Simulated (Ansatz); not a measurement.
# HW4S8: the cost of one run

Program: Ansatz 0.2.0. Level of theory: DFT PBE, scalar-relativistic, plane waves, PAW. These are calculated values, not measurements.

3 further runs of the same task are left out: 3 set aside as unsound or not needed.

### Step 1. The starting structure

The structure is trigonal, space group R3m (No. 160). The conventional cell has a = 3.188 Å, b = 3.188 Å, c = 22.423 Å, α = 90.00°, β = 90.00°, γ = 120.00°. Around W (site symmetry 3m) lie 6 S at 2.42 Å. S (site symmetry 3m) is surrounded by 3 W at 2.42 Å.

Coordinates:

```
CELL_PARAMETERS angstrom
1.59387 0.92022 7.47444
-1.59387 0.92022 7.47444
0.00000 -1.84045 7.47444
ATOMIC_POSITIONS crystal
W 0.00068 0.00068 0.00068
S 0.40407 0.40407 0.40407
S 0.26395 0.26395 0.26395
```

It goes back to an entry of the Materials Project, which need not be the stable form.

It is the result of an earlier relaxation at this level (volume 21.93 Å³/atom; gap on the mesh: 1.64 eV).

### Step 2. Relaxing the first end

The supercell's rows are 2 0 -2; 2 -2 0; 1 -1 -1 in vectors of the relaxed cell. Atom 13 is the H that will move.

input.yaml reads:

```yaml
crystal:
  lattice:
    - [3.187747423, 5.5213404984, 0.0]
    - [6.375494846, 0.0, 0.0]
    - [3.187747423, 1.8404468328, -7.4744429926]
  atoms:
    - { symbol: W, position: [0.0006774473, 0.0006774473, 0.9979676581] }
    - { symbol: W, position: [0.0006774473, 0.5006774473, 0.9979676581] }
    - { symbol: W, position: [0.5006774473, 0.0006774473, 0.9979676581] }
    - { symbol: W, position: [0.5006774473, 0.5006774473, 0.9979676581] }
    - { symbol: S, position: [0.4040743331, 0.4040743331, 0.7877770007] }
    - { symbol: S, position: [0.4040743331, 0.9040743331, 0.7877770007] }
    - { symbol: S, position: [0.9040743331, 0.4040743331, 0.7877770007] }
    - { symbol: S, position: [0.9040743331, 0.9040743331, 0.7877770007] }
    - { symbol: S, position: [0.2639482196, 0.2639482196, 0.2081553412] }
    - { symbol: S, position: [0.2639482196, 0.7639482196, 0.2081553412] }
    - { symbol: S, position: [0.7639482196, 0.2639482196, 0.2081553412] }
    - { symbol: S, position: [0.7639482196, 0.7639482196, 0.2081553412] }
    - { symbol: H, position: [0.8232785666, 0.8377271278, 0.5043602131] }
total_charge: 1
basis:
  ecutwfc: 420
  xc_grid: 2
kpoints:
  mp_grid: { grid: [3, 3, 3], shift: [0.0, 0.0, 0.0] }
hamiltonian:
  xc: pbe
scf:
  occupations: { method: gaussian, width: 0.02 }
output:
  forces: true
  stress: false
  eigenvalues: true
relax:
  adjacent_minimum: "off"
  f_tol: 0.02
  max_steps: 60
```

Command:

```console
> ansatz run input.yaml --threads 4 --pin off --max-ram 10240MiB --backend cpu --events-out ev --progress --plain --runs-dir out
```

Q: Estimate wall time and peak memory on 4 threads of Arm Neoverse V1, shared host.

About 2.2 min, with a peak of 0.85 GiB.
